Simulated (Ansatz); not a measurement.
# ZrS2: the cost of one run

Computed with Ansatz 0.2.0, driven from Python. Level of theory: G0W0 on DFT PBE, plane waves, PAW.

## 1. The system

It takes space group P-3m1 (No. 164, trigonal). Conventional cell: a = 3.691 Å, b = 3.691 Å, c = 6.041 Å, α = 90.00°, β = 90.00°, γ = 120.00°. Zr (site symmetry -3m) has 6 S at 2.57 Å as nearest neighbours. S (site symmetry 3m) is surrounded by 3 Zr at 2.57 Å.

No structure file is read: the coordinates are typed or built in the script.

## 2. The script

Input file gw_zrs2.py:

```python
"""One-shot GW for ZrS2."""

import ansatz as az


def main() -> None:
    lattice = az.Lattice.of(
        (3.69138, 0.0, 0.0),
        (-1.84569, 3.19683, 0.0),
        (0.0, 0.0, 6.04108),
    )
    sites = [
        ("Zr", (0.0, 0.0, 0.0)),
        ("S", (2 / 3, 1 / 3, 0.76209)),
        ("S", (1 / 3, 2 / 3, 0.23791)),
    ]
    cell = az.Crystal(lattice=lattice)
    for symbol, position in sites:
        cell = cell.atom(symbol, position)

    job = (
        cell.calculation()
        .functional("PBE")
        .pseudopotentials("paw")
        .basis(41 * az.Ry)
        .kpoints(6, 6, 2)
        .occupations("fixed")
        .gw(empty_bands=60, screening_cutoff=100, quasiparticle_bands=("v1", "c1"))
    )
    events = []
    out = job.session().plan().execute(on_event=events.append, runs_dir="gw_run")
    gw = next(e["data"] for e in events if e["event"] == "gw_qp")
    top = gw["frontier_bands"]["highest_filled_band"]
    print(" k band    E_KS   Sigma_x  Sigma_c     Vxc      Z    E_QP (eV)")
    for qp in gw["qp"]:
        print(f"{qp['ik']:2d} {qp['band']:4d} {qp['eps_ks_ev']:7.3f} {qp['sigma_x_ev']:9.3f} {qp['sigma_c_at_ks_ev']:8.3f} {qp['vxc_ev']:8.3f} {qp['z']:6.3f} {qp['e_qp_ev']:8.3f}")
    for key, label in (("eps_ks_ev", "Kohn-Sham"), ("e_qp_ev", "G0W0")):
        filled = max(qp[key] for qp in gw["qp"] if qp["band"] <= top)
        empty = min(qp[key] for qp in gw["qp"] if qp["band"] > top)
        print(f"{label} gap on the mesh: {empty - filled:.3f} eV")
    print("static dielectric eigenvalues (RPA, this mesh):", [round(e, 3) for e in gw["screening"][0]["eps_tensor_eigenvalues"]])


if __name__ == "__main__":
    main()
```

## 3. The run

Command:

```sh
python gw_zrs2.py
```

**Question.** How long does this script take on 1 thread of Arm Neoverse V2, shared host, and how much memory does it need?

About 36 s, with a peak of 0.47 GiB.
